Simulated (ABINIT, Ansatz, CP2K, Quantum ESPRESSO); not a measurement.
# Si: programs and potentials compared

```xyz
2
Lattice="4.1209 0.0000 0.0000 -2.0605 3.5688 0.0000 0.0000 0.0000 2.6548" Properties=species:S:1:pos:R:3 pbc="T T T"
Si   -0.0232    2.3243    1.3033
Si    2.0743    1.2105    1.3391
```

This isn't the form of Si at room conditions, which is diamond.

Atoms were shifted at random by some hundredths of an Å from the given cell, which wasn't relaxed again for these runs.

Alike in all runs: task single point; functional PBE; k mesh 8 × 8 × 10; occupations fermi-dirac, width 0.05 eV; no spin polarisation; no spin-orbit coupling. Pressure is positive in compression and, in plane waves, holds the error of the finite cutoff, which Ansatz's Pulay term estimates and takes out.

```csv
program and potentials,plane-wave cutoff (eV),notes,band gap (eV),pressure (GPa),largest force (eV/Å),energy over the undisturbed cell (meV/atom)
"ABINIT, JTH PAW PBE v2.0",408,-,no gap,0.32,0.900,19.13
"Quantum ESPRESSO, SSSP 1.3 efficiency PBE",748,-,no gap,0.34,0.907,19.30
"Ansatz, Ansatz PAW (earlier soft set)",420,-,no gap,0.34,0.904,19.24
"CP2K, POTENTIAL_UZH Si GTH-PBE-q4; TZVP-MOLOPT-PBE-GTH basis",-,atomic basis,no gap,0.16,0.897,18.88
```

Force on atom 1 (Si), eV/Å:

```tsv
program and potentials	x	y	z
ABINIT, JTH PAW PBE v2.0	0.456	0.775	0.014
Quantum ESPRESSO, SSSP 1.3 efficiency PBE	0.460	0.782	0.013
Ansatz, Ansatz PAW (earlier soft set)	0.459	0.779	0.013
CP2K, POTENTIAL_UZH Si GTH-PBE-q4; TZVP-MOLOPT-PBE-GTH basis	0.458	0.772	0.007
```

None finds a gap. The pressure spans 0.16 (CP2K, POTENTIAL_UZH Si GTH-PBE-q4; TZVP-MOLOPT-PBE-GTH basis) to 0.34 GPa (Ansatz, Ansatz PAW (earlier soft set)). Rows in atomic bases carry the error of their basis and grid, which can be large.

Differences between rows come from potentials, basis sets and numerical settings, since the functional is the same but for its coding. Runs on potential files found faulty are left out.
